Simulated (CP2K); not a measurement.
AlPt under changes of volume

One of the cells (14.774 Å³/atom); the others are scaled copies at fixed shape and fractional positions:

```
Pt Al
1.0
     3.09155    0.00000    0.00000
     0.00000    3.09155    0.00000
     0.00000    0.00000    3.09155
Pt Al
1 1
Cartesian
  1.5458 1.5458 1.5458
  0.0000 0.0000 0.0000
```

Measurements of this composition are mostly on another form, of space group No. 198.

- Program: CP2K 2026.2
- Functional: LDA
- Potentials or basis: GTH_POTENTIALS Pt GTH-PADE-q18, Al GTH-PADE-q3; TZVP-MOLOPT-PBE-GTH basis
- Density cutoff: 6123 eV
- k mesh: 9 × 9 × 9
- Occupations: fermi-dirac, width 0.01 eV
- Spin: no spin polarisation

```tsv
volume (Å³/atom)	energy over the lowest point (meV/atom)	pressure (GPa)
13.888	0.00	-7.7
14.183	18.57	-12.3
14.478	45.11	-16.4
14.774	?	?
15.069	118.71	-23.2
15.365	164.28	-26.1
15.660	214.82	-28.6
```

**Question.** What does the run at 14.774 Å³/atom give?

**Answer.** Energy over the lowest point 78.74 meV/atom; pressure -20.0 GPa.

Worked out: A Birch-Murnaghan fit of order 3 (a polynomial in V^(-2/3)) to the other rows has no minimum within the range. It gives 78.80 meV/atom at 14.774 Å³/atom, against the run's 78.74, and -dE/dV = -20.0 GPa, against -20.0.

Energies are extrapolated to zero smearing.

Caveats: the basis of atomic orbitals isn't converged, which shifts pressures, moduli and gaps.
